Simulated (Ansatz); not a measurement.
# Dielectric response of ZnS (10-10) films, part 2 of 6

How well do thin wurtzite ZnS (10-10) films screen a perpendicular field?

Ansatz 0.2.0; plane-wave DFT, PBEsol, Ansatz PAW (the session's first sound run).

So far. Step 2 (Relaxation, 12 atoms, units 3): The gap is 2.27 eV, with the valence edge 6.02 eV and the conduction edge 3.75 eV under the upper vacuum level.

### Step 3. Single point on the relaxed film, 12 atoms, units 3

The film was relaxed beforehand; a single point on the relaxed positions gives its levels and potential.

The input, input.yaml:

```yaml
crystal:
  lattice:
    - [3.82, 0.0, 0.0]
    - [0.0, 6.26, 0.0]
    - [0.0, 0.0, 25.7191730991]
  atoms:
    - { symbol: Zn, position: [0.0, 0.0443243844, 0.3732738527] }
    - { symbol: S, position: [0.0, 0.3795671259, 0.3473981566] }
    - { symbol: Zn, position: [0.5, 0.4828168367, 0.3903555952] }
    - { symbol: S, position: [0.5, 0.8643464182, 0.3946161515] }
    - { symbol: Zn, position: [0.5, -0.010107949, 0.4812706505] }
    - { symbol: S, position: [0.5, 0.3640531799, 0.4779511564] }
    - { symbol: Zn, position: [0.0, 0.4898920514, 0.5187293495] }
    - { symbol: S, position: [0.0, 0.8640531802, 0.5220488437] }
    - { symbol: Zn, position: [0.0, -0.0171831615, 0.6096444046] }
    - { symbol: S, position: [0.0, 0.3643464196, 0.6053838487] }
    - { symbol: Zn, position: [0.5, 0.5443243863, 0.6267261471] }
    - { symbol: S, position: [0.5, 0.8795671279, 0.6526018433] }
kpoints:
  mp_grid: { grid: [8, 4, 1] }
hamiltonian:
  xc: pbesol
scf:
  occupations: { method: fixed }
  convergence: { dr2_threshold: 1.0e-09 }
efield:
  axis: 3
  dipole_correction: true
  ramp_position: 0.97
  ramp_width: 0.06
output:
  eigenvalues: true
  write_potential: true
  write_density: true
  volumetric_format: npy
```

Launch:

```
$ ansatz run input.yaml --threads 8 --pin off --max-ram 32768MiB --backend cpu --events-out ev --progress --plain --runs-dir out
```

Numbers of over 12 decimals in the logs are rounded to 6 here.

The program printed:

```text
[...]
Crystal: 12 atoms, lattice volume = 615.028 Å³
Basis set: ecut = 420 eV, 12077 PW (Γ)
Bands: 66, of which v1, the nominal top of the filled ones, is band 54 counted from 1 (53 counted from 0)
Symmetry: 2 space group operations
k-points: 15 of 32 (time reversal used)
[...]
SCF iter   1: F=—  HF=-25003.210728 eV  |F-HF|=—  |Δ(HF+E_count)|=         —  Δρ=3.40e-3  dr2=8.96e-2  ethr=1.77e-3  p=-0.000 e·Å  D=-8.38e-10 V/Å  ΔV_dip=0.00 eV  dr2_dipole=3.34e-9  V_vac-E_F(+/−)=5.86/5.86 eV  ⟨swp⟩=6.1  Hψ=4095  notcnv=0  defer=141
[...]
SCF iter  11: F=-25003.187906 eV  HF=-25003.187906 eV  |F-HF|=4.55e-10  |Δ(HF+E_count)|=  4.69e-10  Δρ=2.66e-7  dr2=2.89e-10  ethr=1.00e-12  p=0.000 e·Å  D=2.37e-7 V/Å  ΔV_dip=-0.00 eV  dr2_dipole=8.84e-14  V_vac-E_F(+/−)=6.02/6.02 eV  ⟨swp⟩=19.1  Hψ=5400  notcnv=0
SCF 1 converged in 11 iterations: F = -25003.187906 eV  dr2 = 2.89e-10
[...]
WARN: The output density's exchange-correlation potential varies sharply where the density is thin. Do not read a vacuum level from v_tot or v_xc, or from such a field of the output density. On a cell that repeats whose density bears no net charge and no dipole along the vacuum's axis use v_es (v_loc + v_h of the components); under efield.dipole_correction with no amplitude use v_es + v_field, which holds any externa [...]
SCF converged after 11 iterations
Free energy (F): -25003.187906 eV
[...]
Internal energy: -25003.187906 eV  (E = F + TS)
E sigma→0 (E₀):  -25003.187906 eV
Fermi energy:    -1.493489 eV
Dipole field:    D = 0.000000 V/Å  (p = 0.000002 e·Å, saw-weighted, corrected)
Work function:   Φ+ = 6.0177 eV   Φ− = 6.0177 eV
[...]
--- Band table (eV; the first three rows and the last of 15) ---
  k-point 0: bands = [... 50 lower, -1.9900, -1.7726, -1.7200, -1.4935, 0.7723, 1.4095, 1.8634, 2.1864, ... 8 higher]
  k-point 1: bands = [... 50 lower, -1.9827, -1.9092, -1.9053, -1.6688, 1.4567, 1.5414, 1.8463, 1.9697, ... 8 higher]
  k-point 2: bands = [... 50 lower, -2.0065, -2.0065, -1.9670, -1.9670, 1.7027, 1.7027, 2.0895, 2.0895, ... 8 higher]
  k-point 14: bands = [... 50 lower, -2.9883, -2.9883, -2.6282, -2.6282, 1.8224, 1.8224, 2.3413, 2.3413, ... 8 higher]
```

Elapsed: 12 s, on 8 threads of Arm Neoverse V2, shared host; peak memory 2 GiB.

The column dr2 measures how far the density is from self-consistency, as an energy; F and HF (Harris–Foulkes) agree once it is small.

This step gave:

```yaml
dipole_along_the_normal: 1.58e-6 e·Å
```

Running mean over 3.308 Å of the planar mean; the ramp of the sawtooth is left out. Table of electron's electrostatic potential energy less the highest filled level by z:

```csv
z (Å),electron's electrostatic potential energy less the highest filled level (eV)
4,6.02
5,6.02
6,5.97
7,5.20
8,2.15
9,-1.53
10,-2.43
11,-3.11
12,-2.63
13,-2.47
14,-2.80
15,-3.00
16,-2.30
17,-0.759
18,3.27
19,5.62
20,6.00
21,6.02
22,6.02
```

The gap is 2.27 eV, with the valence edge 6.02 eV and the conduction edge 3.75 eV under the upper vacuum level.

### Step 4. Single point, 12 atoms, units 3, field 0.05 V/Å

A sawtooth potential applies the field, turning back in the middle of the vacuum. With the dipole correction the typed value is the field outside the slab. The induced dipole is small, so the SCF threshold is tight.

input.yaml: that of step 3 with these lines changed.

```diff
@@ -24,3 +24,3 @@
   occupations: { method: fixed }
-  convergence: { dr2_threshold: 1.0e-09 }
+  convergence: { dr2_threshold: 1.0e-10 }
 efield:
@@ -30,4 +30,4 @@
   ramp_width: 0.06
+  amplitude: 0.05
 output:
-  eigenvalues: true
   write_potential: true
```

The program printed:

```text
[...]
Crystal: 12 atoms, lattice volume = 615.028 Å³
Basis set: ecut = 420 eV, 12077 PW (Γ)
Bands: 66, of which v1, the nominal top of the filled ones, is band 54 counted from 1 (53 counted from 0)
Symmetry: 2 space group operations
k-points: 15 of 32 (time reversal used)
[...]
SCF iter   1: F=—  HF=-25006.066897 eV  |F-HF|=—  |Δ(HF+E_count)|=         —  Δρ=2.90e-2  dr2=8.81e0  ethr=3.10e-3  p=0.062 e·Å  D=1.81e-2 V/Å  ΔV_dip=-0.47 eV  dr2_dipole=2.53e-4  V_vac-E_F(+/−)=6.98/6.27 eV  ⟨swp⟩=5.9  Hψ=3812  notcnv=0  defer=134
[...]
SCF iter  15: F=-25003.189273 eV  HF=-25003.189273 eV  |F-HF|=1.09e-11  |Δ(HF+E_count)|=  5.17e-10  Δρ=1.08e-7  dr2=3.24e-11  ethr=1.00e-12  p=0.055 e·Å  D=1.61e-2 V/Å  ΔV_dip=-0.41 eV  dr2_dipole=4.33e-18  V_vac-E_F(+/−)=6.38/5.62 eV  ⟨swp⟩=3.0  Hψ=2315  notcnv=0
SCF 1 converged in 15 iterations: F = -25003.189273 eV  dr2 = 3.24e-11
[...]
SCF converged after 15 iterations
[...]
Free energy (F): -25003.189273 eV
[...]
Internal energy: -25003.189273 eV  (E = F + TS)
E sigma→0 (E₀):  -25003.189273 eV
Fermi energy:    -1.491043 eV
Dipole field:    D = 0.016082 V/Å  (p = 0.054662 e·Å, saw-weighted, corrected)
Work function:   not extracted (applied field tilts the vacuum); planar V_es + V_field profile in the machine report
[...]
--- Band table (eV; the first three rows and the last of 15) ---
  k-point 0: bands = [... 50 lower, -1.9895, -1.7715, -1.7222, -1.4910, 0.7713, 1.4097, 1.8632, 2.1859, ... 8 higher]
  k-point 1: bands = [... 50 lower, -1.9848, -1.9114, -1.9019, -1.6665, 1.4515, 1.5459, 1.8460, 1.9692, ... 8 higher]
  k-point 2: bands = [... 50 lower, -2.0292, -1.9887, -1.9835, -1.9450, 1.6897, 1.7147, 2.0696, 2.1085, ... 8 higher]
  k-point 14: bands = [... 50 lower, -3.0073, -2.9666, -2.6561, -2.6001, 1.8116, 1.8326, 2.3333, 2.3458, ... 8 higher]
```

Elapsed: 14 s, on 8 threads; peak memory 2 GiB.

This step gave:

- gap on the k-mesh: 2.262 eV
- dipole along the normal: 0.05466 e·Å

The dipole is 0.0547 e·Å, and the gap on the mesh 2.262 eV.

### Step 5. Single point, 12 atoms, units 3, field -0.05 V/Å

input.yaml: that of step 4 with these lines changed.

```diff
@@ -30,3 +30,3 @@
   ramp_width: 0.06
-  amplitude: 0.05
+  amplitude: -0.05
 output:
```

The program printed:

```text
[...]
Crystal: 12 atoms, lattice volume = 615.028 Å³
Basis set: ecut = 420 eV, 12077 PW (Γ)
Bands: 66, of which v1, the nominal top of the filled ones, is band 54 counted from 1 (53 counted from 0)
Symmetry: 2 space group operations
k-points: 15 of 32 (time reversal used)
[...]
k-point 0: bands = [... 50 lower, -1.9895, -1.7715, -1.7222, -1.4910, 0.7713, 1.4097, 1.8632, 2.1859, ... 8 higher]
  k-point 1: bands = [... 50 lower, -1.9848, -1.9114, -1.9019, -1.6665, 1.4515, 1.5459, 1.8460, 1.9692, ... 8 higher]
  k-point 2: bands = [... 50 lower, -2.0292, -1.9887, -1.9835, -1.9450, 1.6897, 1.7147, 2.0696, 2.1085, ... 8 higher]
  k-point 14: bands = [... 50 lower, -3.0073, -2.9666, -2.6561, -2.6001, 1.8116, 1.8326, 2.3333, 2.3458, ... 8 higher]
[key lines of the parts left out:]
SCF converged after 15 iterations
Free energy (F): -25003.189272 eV
Fermi energy:    -1.491041 eV
Dipole field:    D = -0.016082 V/Å  (p = -0.054660 e·Å, saw-weighted, corrected)
```

Elapsed: 14 s, on 8 threads; peak memory 2 GiB.

The dipole is -0.0547 e·Å, and the gap on the mesh 2.262 eV.

### Step 6. Response with the atoms held, 12 atoms, units 3

This step: plane-wave DFT, PBEsol, Ansatz PAW; response to a field along the normal, atoms held (Ansatz 0.2.0).

The two fields give this film's response with the atoms held: the electronic part.

Numbers from this step:

- equivalent conductor thickness p/(ε₀AE): 8.272 Å
- distance between the outer atoms: 7.850 Å
- thickness: 9.925 Å

Local field over the applied field, running mean. From the potentials at -0.05 and 0.05 V/Å; running mean over 3.308 Å, taken twice. Table of local field over applied field by z:

```csv
z (Å),local field over applied field
4.5,0.992
5.0,0.980
5.5,0.956
6.0,0.915
6.5,0.854
7.0,0.772
7.5,0.674
8.0,0.567
8.5,0.462
9.0,0.366
9.5,0.288
10.0,0.230
10.5,0.194
11.0,0.174
11.5,0.165
12.0,0.163
12.5,0.163
13.0,0.163
13.5,0.163
14.0,0.164
14.5,0.169
15.0,0.183
15.5,0.212
16.0,0.260
16.5,0.329
17.0,0.418
17.5,0.520
18.0,0.628
18.5,0.731
19.0,0.820
19.5,0.891
20.0,0.941
20.5,0.971
21.0,0.988
21.5,0.995
```

Electrons, planar mean, per unit field. Table of induced electron density by z:

```csv
z (Å),induced electron density (e/Å³ per V/Å)
5,1.1e-5
6,1.0e-4
7,7.8e-4
8,0.00273
9,0.00202
10,-0.00120
11,-2.6e-4
12,9.6e-4
13,-5.0e-4
14,-5.4e-4
15,6.7e-4
16,2.5e-4
17,-0.00208
18,-0.00227
19,-4.6e-4
20,-5.5e-5
21,-5.5e-6
```

By hand: between -0.05 and 0.05 V/Å the dipole changes by 0.1093 e·Å, a slope of 1.093 e·Å²/V. A perfect conductor of thickness t has p = ε₀AEt, so t = 180.95 × 1.093 / 23.913 = 8.27 Å (e/ε₀ = 180.95 V·Å, A in Å²).

The induced dipole is that of a conductor 8.27 Å thick.

### Step 7. Field on, atoms free, 12 atoms, field 0.05 V/Å

This step: plane-wave DFT, PBEsol, Ansatz PAW (Ansatz 0.2.0).

Now the atoms may follow the field. A weak field makes forces of meV/Å to tens of meV/Å, so the force tolerance is set well below the usual one.

input.yaml: that of step 5 with these lines changed.

```diff
@@ -30,3 +30,6 @@
   ramp_width: 0.06
-  amplitude: -0.05
+  amplitude: 0.05
+relax:
+  f_tol: 0.0006
+  max_steps: 70
 output:
```

The program printed:

```text
[...]
Crystal: 12 atoms, lattice volume = 615.028 Å³
Basis set: ecut = 420 eV, 12077 PW (Γ), exchange–correlation on 54×90×360 points (8 copies of the dense FFT grid, shifted against one another)
Bands: 66, of which v1, the nominal top of the filled ones, is band 54 counted from 1 (53 counted from 0)
Symmetry: 2 space group operations
k-points: 15 of 32 (time reversal used)
[...]
SCF iter   1: F=—  HF=-25006.067267 eV  |F-HF|=—  |Δ(HF+E_count)|=         —  Δρ=2.90e-2  dr2=8.81e0  ethr=3.10e-3  p=0.062 e·Å  D=1.81e-2 V/Å  ΔV_dip=-0.47 eV  dr2_dipole=2.55e-4  V_vac-E_F(+/−)=6.98/6.27 eV  ⟨swp⟩=6.0  Hψ=3816  notcnv=0  defer=135
[...]
SCF iter  15: F=-25003.189007 eV  HF=-25003.189007 eV  |F-HF|=2.87e-10  |Δ(HF+E_count)|=  8.22e-10  Δρ=1.10e-7  dr2=3.43e-11  ethr=1.00e-12  p=0.055 e·Å  D=1.61e-2 V/Å  ΔV_dip=-0.41 eV  dr2_dipole=3.45e-17  V_vac-E_F(+/−)=6.38/5.62 eV  ⟨swp⟩=7.0  Hψ=5701  notcnv=0
SCF 1 converged in 15 iterations: F = -25003.189007 eV  dr2 = 3.43e-11
[...]
relax step   1: F+E_penalty+E_count = -25003.18900704 eV  Δ(F+E_penalty+E_count) = +0.000e0 eV  max|allowed force component| = 1.697e-2 eV/Å  Δτ_max = 0.0000 Å  (15 SCF iters, accepted)
[...]
SCF iter   8: F=-25003.189070 eV  HF=-25003.189070 eV  |F-HF|=1.96e-10  |Δ(HF+E_count)|=  9.82e-11  Δρ=6.21e-8  dr2=1.84e-11  ethr=1.00e-12  p=0.056 e·Å  D=1.66e-2 V/Å  ΔV_dip=-0.43 eV  dr2_dipole=1.14e-12  V_vac-E_F(+/−)=6.37/5.63 eV  ⟨swp⟩=6.5  Hψ=5202  notcnv=0
SCF 2 converged in 8 iterations: F = -25003.189070 eV  dr2 = 1.84e-11
relax step   2: F+E_penalty+E_count = -25003.18907046 eV  Δ(F+E_penalty+E_count) = -6.341e-5 eV  max|allowed force component| = 8.747e-3 eV/Å  Δτ_max = 0.0014 Å  (8 SCF iters, accepted)
SCF iter   1: F=—  HF=-25003.189254 eV  |F-HF|=—  |Δ(HF+E_count)|=         —  Δρ=2.51e-5  dr2=2.77e-5  ethr=1.63e-7  p=0.056 e·Å  D=1.66e-2 V/Å  ΔV_dip=-0.43 eV  dr2_dipole=1.37e-5  V_vac-E_F(+/−)=6.37/5.63 eV  ⟨swp⟩=3.3  Hψ=2144  notcnv=0  defer=150
[...]
SCF iter   7: F=-25003.189093 eV  HF=-25003.189093 eV  |F-HF|=6.91e-11  |Δ(HF+E_count)|=  7.02e-10  Δρ=1.16e-7  dr2=7.20e-11  ethr=1.00e-12  p=0.058 e·Å  D=1.71e-2 V/Å  ΔV_dip=-0.44 eV  dr2_dipole=1.06e-12  V_vac-E_F(+/−)=6.37/5.63 eV  ⟨swp⟩=5.1  Hψ=6027  notcnv=0
SCF 3 converged in 7 iterations: F = -25003.189093 eV  dr2 = 7.20e-11
relax step   3: F+E_penalty+E_count = -25003.18909274 eV  Δ(F+E_penalty+E_count) = -2.228e-5 eV  max|allowed force component| = 6.396e-4 eV/Å  Δτ_max = 0.0009 Å  (7 SCF iters, accepted)
SCF iter   1: F=—  HF=-25003.189093 eV  |F-HF|=—  |Δ(HF+E_count)|=         —  Δρ=4.72e-6  dr2=1.60e-7  ethr=6.47e-9  p=0.058 e·Å  D=1.71e-2 V/Å  ΔV_dip=-0.44 eV  dr2_dipole=7.24e-12  V_vac-E_F(+/−)=6.37/5.63 eV  ⟨swp⟩=2.5  Hψ=2015  notcnv=0  defer=77
[...]
SCF iter   5: F=-25003.189093 eV  HF=-25003.189093 eV  |F-HF|=9.46e-11  |Δ(HF+E_count)|=  7.28e-12  Δρ=8.65e-8  dr2=4.38e-11  ethr=1.00e-12  p=0.058 e·Å  D=1.71e-2 V/Å  ΔV_dip=-0.44 eV  dr2_dipole=9.77e-13  V_vac-E_F(+/−)=6.37/5.63 eV  ⟨swp⟩=7.0  Hψ=5750  notcnv=0
SCF 4 converged in 5 iterations: F = -25003.189093 eV  dr2 = 4.38e-11
relax step   4: F+E_penalty+E_count = -25003.18909284 eV  Δ(F+E_penalty+E_count) = -1.020e-7 eV  max|allowed force component| = 3.652e-4 eV/Å  Δτ_max = 0.0002 Å  (5 SCF iters, accepted)
NSCF: frozen V_eff on 15 k-points
[...]
SCF converged after 5 iterations
[...]
Free energy (F): -25003.189093 eV
[...]
Internal energy: -25003.189093 eV  (E = F + TS)
E sigma→0 (E₀):  -25003.189093 eV
Fermi energy:    -1.492754 eV
Dipole field:    D = 0.017090 V/Å  (p = 0.058087 e·Å, saw-weighted, corrected)
Work function:   not extracted (applied field tilts the vacuum); planar V_es + V_field profile in the machine report
[...]
--- Forces (eV/Å), atoms counted from 1 ---
  atom   1  Zn    -0.00000000    -0.00001646    -0.00005211
  atom   2  S      0.00000000    -0.00005314    -0.00008773
  atom   3  Zn    -0.00000000     0.00006332    -0.00003493
  atom   4  S      0.00000000     0.00002618    -0.00011899
  atom   5  Zn    -0.00000000    -0.00000106     0.00000946
  atom   6  S      0.00000000    -0.00017764     0.00036508
  atom   7  Zn    -0.00000000     0.00000050     0.00000376
  atom   8  S      0.00000000     0.00026573     0.00015077
  atom   9  Zn    -0.00000000     0.00000354     0.00007742
  atom  10  S      0.00000000    -0.00021992    -0.00014286
  atom  11  Zn    -0.00000000     0.00001219    -0.00010652
  atom  12  S      0.00000000     0.00009619    -0.00006506
  max |Σ_I F_I| component: 1.72e-6 eV/Å
--- Band table (eV; the first three rows and the last of 15) ---
  k-point 0: bands = [... 50 lower, -1.9898, -1.7724, -1.7207, -1.4928, 0.7717, 1.4095, 1.8629, 2.1859, ... 8 higher]
  k-point 1: bands = [... 50 lower, -1.9844, -1.9099, -1.9033, -1.6682, 1.4542, 1.5433, 1.8458, 1.9692, ... 8 higher]
  k-point 2: bands = [... 50 lower, -2.0190, -1.9941, -1.9836, -1.9505, 1.6907, 1.7139, 2.0797, 2.0988, ... 8 higher]
  k-point 14: bands = [... 50 lower, -3.0001, -2.9757, -2.6490, -2.6073, 1.8140, 1.8299, 2.3373, 2.3437, ... 8 higher]
--- Relaxed structure (4 steps of the walk, 4 accepted, 0 SCFs on fresh bases) ---
  F+E_penalty+E_count = -25003.18909284 eV   max|allowed force component| = 3.652e-4 eV/Å
  atoms:
    - { symbol: Zn, position: [0, 0.044476, 0.373350] }
    - { symbol: S, position: [0, 0.379623, 0.347350] }
    - { symbol: Zn, position: [0.5, 0.482883, 0.390385] }
    - { symbol: S, position: [0.5, 0.864410, 0.394566] }
    - { symbol: Zn, position: [0.5, -0.010112, 0.481304] }
    - { symbol: S, position: [0.5, 0.364057, 0.477901] }
    - { symbol: Zn, position: [0, 0.489872, 0.518756] }
    - { symbol: S, position: [0, 0.864024, 0.522003] }
    - { symbol: Zn, position: [0, -0.017234, 0.609673] }
    - { symbol: S, position: [0, 0.364288, 0.605349] }
    - { symbol: Zn, position: [0.5, 0.544183, 0.626808] }
    - { symbol: S, position: [0.5, 0.879531, 0.652556] }
```

The job ended after 30 s (8 threads; peak memory 1.9 GiB; 3.9 min of CPU time).

Hardly anything moved in the relaxation; the energy changed by under 0.2 meV an atom.

This step gave:

* gap on the k-mesh: 2.264 eV
* dipole along the normal: 0.05809 e·Å

The relaxation took 4 steps and lowered the energy by 8.6e-5 eV; the largest force on the free atoms ends at 3.6e-4 eV/Å.

The dipole is 0.0581 e·Å, and the gap on the mesh 2.264 eV.

### Step 8. Relaxing in the field, 12 atoms, field -0.05 V/Å

The opposite sign, again from the field-free geometry; the difference of the two cancels what relaxes without a field.

input.yaml: that of step 7 with these lines changed.

```diff
@@ -30,3 +30,3 @@
   ramp_width: 0.06
-  amplitude: 0.05
+  amplitude: -0.05
 relax:
```

The program printed:

```text
[...]
Crystal: 12 atoms, lattice volume = 615.028 Å³
Basis set: ecut = 420 eV, 12077 PW (Γ), exchange–correlation on 54×90×360 points (8 copies of the dense FFT grid, shifted against one another)
Bands: 66, of which v1, the nominal top of the filled ones, is band 54 counted from 1 (53 counted from 0)
Symmetry: 2 space group operations
k-points: 15 of 32 (time reversal used)
[...]
- { symbol: S, position: [0.5, 0.864288, 0.394651] }
    - { symbol: Zn, position: [0.5, -0.010128, 0.481244] }
    - { symbol: S, position: [0.5, 0.364024, 0.477997] }
    - { symbol: Zn, position: [0, 0.489888, 0.518696] }
    - { symbol: S, position: [0, 0.864057, 0.522099] }
    - { symbol: Zn, position: [0, -0.017117, 0.609615] }
    - { symbol: S, position: [0, 0.364410, 0.605434] }
    - { symbol: Zn, position: [0.5, 0.544476, 0.626650] }
    - { symbol: S, position: [0.5, 0.879623, 0.652650] }
[key lines of the parts left out:]
SCF converged after 5 iterations
Free energy (F): -25003.189093 eV
Fermi energy:    -1.492754 eV
Dipole field:    D = -0.017090 V/Å  (p = -0.058087 e·Å, saw-weighted, corrected)
```

The job ended after 30 s (8 threads; peak memory 1.9 GiB).

Hardly anything moved in the relaxation; the energy changed by under 0.2 meV an atom.

The relaxation took 4 steps and lowered the energy by 8.6e-5 eV; the largest force on the free atoms ends at 3.6e-4 eV/Å.

The dipole is -0.0581 e·Å, and the gap on the mesh 2.264 eV.

### Step 9. Response with the atoms relaxed, 12 atoms, units 3

This step: plane-wave DFT, PBEsol, Ansatz PAW; response to a field along the normal, atoms relaxed (Ansatz 0.2.0).

The two relaxed runs give the static response.

This step gave:

```
equivalent conductor thickness p/(ε₀AE) : 8.791 Å
```

Local field over the applied field, running mean. From the potentials at -0.05 and 0.05 V/Å; running mean over 3.308 Å, taken twice. Table of local field over applied field by z:

```csv
z (Å),local field over applied field
5,0.976
6,0.919
7,0.766
8,0.547
9,0.323
10,0.157
11,0.117
12,0.111
13,0.133
14,0.107
15,0.126
16,0.185
17,0.389
18,0.610
19,0.822
20,0.940
21,0.987
```

The induced dipole is that of a conductor 8.79 Å thick.

(Continued in part 3 of 6.)

[Logs are printed without paths, hosts, clocks, repeated set-up lines and the standing remarks that a program may print on its own settings, such as how far it seeks lower states.]

[Hosts, paths, dates, database ids (printed as entryN), source tags and the programs' standing remarks are cut or masked in the printed files.]

[Maps of the electrostatic potential energy from Ansatz leave out the sawtooth potential of an applied field or a dipole correction, so their vacuum need not be flat; planar profiles and work functions include it.]
